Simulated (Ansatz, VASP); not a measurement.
Two plane-wave programs on Fe

```xyz
1
Lattice="-1.4115 1.4115 1.4115 1.4115 -1.4115 1.4115 1.4115 1.4115 -1.4115" Properties=species:S:1:pos:R:3 pbc="T T T"
Fe    0.0000    0.0000    0.0000
```

Alike in both runs: task single point; functional PBE; k mesh 22 × 22 × 22; occupations gaussian, width 0.05 eV; collinear spin.

|  | VASP | Ansatz |
| --- | --- | --- |
| version | VASP 6.6.1 | Ansatz 0.2.0 |
| potentials or method | VASP PAW PBE potentials, release 64 (Fe) | scalar-relativistic, plane waves, PAW |
| plane-wave cutoff (eV) | 520 | 420 |
| valence electrons in the cell | 8 | 16 |

```csv
,VASP,Ansatz,Ansatz less VASP
gap on the k mesh at the Fermi level (eV),none,none,-
pressure (GPa),1.5,1.7,+0.21
net moment per atom (μB),2.17,2.15,-0.016
size of the moment on the site where the two differ most (μB),2.16,2.19,+0.033
```

Site moments also hang on the region over which each program counts them. A gap of «none» marks a metal or a gap that the smearing closes. With one functional, cell and mesh, what is left measures potentials, basis and numerics. The two sets of potentials don't hold the same shells in valence.
